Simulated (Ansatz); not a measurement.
`F[C](F)(F)[SnH3]` + H₂Se → `[SeH][SnH3]` + trifluoromethane at 400 K and 1 bar (ligand exchange at the Sn–C bond).

Isolated molecules relaxed with PBE0-D4/def2-TZVP in Ansatz; ΔE leaves out vibrations. CBS: MP2 limit from def2 TZ/QZ plus the TZ coupled-cluster correction, frozen cores. This one scheme is used for every species. Elements past krypton have def2 core potentials. For Se, Sn outer-core shells are correlated without core-valence functions, which leaves a few kJ/mol of doubt a bond. Scalar relativity is left out up to krypton.

```csv
species,CCSD(T)/CBS energy (Eh),H − E (kJ/mol),S (J/(mol·K))
`F[C](F)(F)[SnH3]`,-553.22148,120.2,376.9
H₂Se,-2401.89790,49.4,229.5
`[SeH][SnH3]`,-2617.13827,97.4,338.5
`FC(F)F`,-338.02896,84.0,275.7
```

H − E and S are ideal-gas, rigid-rotor, harmonic terms from PBE0-D4/def2-TZVP. 1 Eh = 2625.50 kJ/mol, R = 8.31446 J/(mol·K).

Q: By hand: ΔE, ΔH, ΔS and ΔG.

A: ΔE = (-2617.13827) + (-338.02896) − (-553.22148) − (-2401.89790) = -0.04785 Eh = -125.6 kJ/mol. Δ(H − E) = 97.4 + 84.0 − 120.2 − 49.4 = 11.8, so ΔH = -113.8 kJ/mol. ΔS = 338.5 + 275.7 − 376.9 − 229.5 = 7.8 J/(mol·K). ΔG = -113.8 − 400 × (7.8)/1000 = -116.9 kJ/mol.

Q: By hand: the equilibrium constant, and the temperature at which ΔG would vanish if ΔH and ΔS stayed fixed.

A: log₁₀ K = −ΔG/(RT ln 10) = 15.3. ΔH and −TΔS have one sign here, so there is no such temperature.

The number of gas molecules stays the same, so ΔS is small and ΔH decides. A doubt of 5 kJ/mol in ΔE shifts log₁₀ K by 0.7 here. These are equilibria of isolated gas molecules and say nothing of rates. Largest T1 diagnostic: 0.013 (customary marks: 0.02 for closed shells, 0.045 for open ones).
